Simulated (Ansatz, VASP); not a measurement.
Two plane-wave programs on MgO

```
CELL_PARAMETERS angstrom
3.11650 0.00000 0.00000
-1.55825 2.69897 0.00000
0.00000 0.00000 9.67280
ATOMIC_POSITIONS crystal
Mg 0.33333 0.66667 0.96949
Mg 0.00000 0.00000 0.22082
Mg 0.00000 0.00000 0.72082
Mg 0.66667 0.33333 0.46949
O 0.33333 0.66667 0.78004
O 0.00000 0.00000 0.52964
O 0.00000 0.00000 0.02964
O 0.66667 0.33333 0.28004
```

Alike in both runs: task single point; functional PBE; k mesh 9 × 9 × 2; occupations gaussian, width 0.05 eV; no spin polarisation.

|  | VASP | Ansatz |
| --- | --- | --- |
| version | VASP 6.6.1 | Ansatz 0.2.0 |
| potentials or method | VASP PAW PBE potentials, release 64 (Mg, O) | scalar-relativistic, plane waves, PAW |
| plane-wave cutoff (eV) | 520 | 520 |
| valence electrons in the cell | 32 | 64 |

|  | VASP | Ansatz | Ansatz less VASP |
| --- | --- | --- | --- |
| gap on the k mesh at the Fermi level (eV) | 4.46 | 4.47 | +0.012 |
| least direct gap on the mesh (eV) | 4.46 | 4.47 | +0.012 |
| rms of the force components (eV/Å) | 0.407 | 0.398 | -0.0082 |

Atom by atom the forces differ by 0.008 eV/Å (rms over components). The two sets of potentials don't hold the same shells in valence.

 Expect the measured gap to be larger: semilocal functionals such as PBE lack the derivative discontinuity.
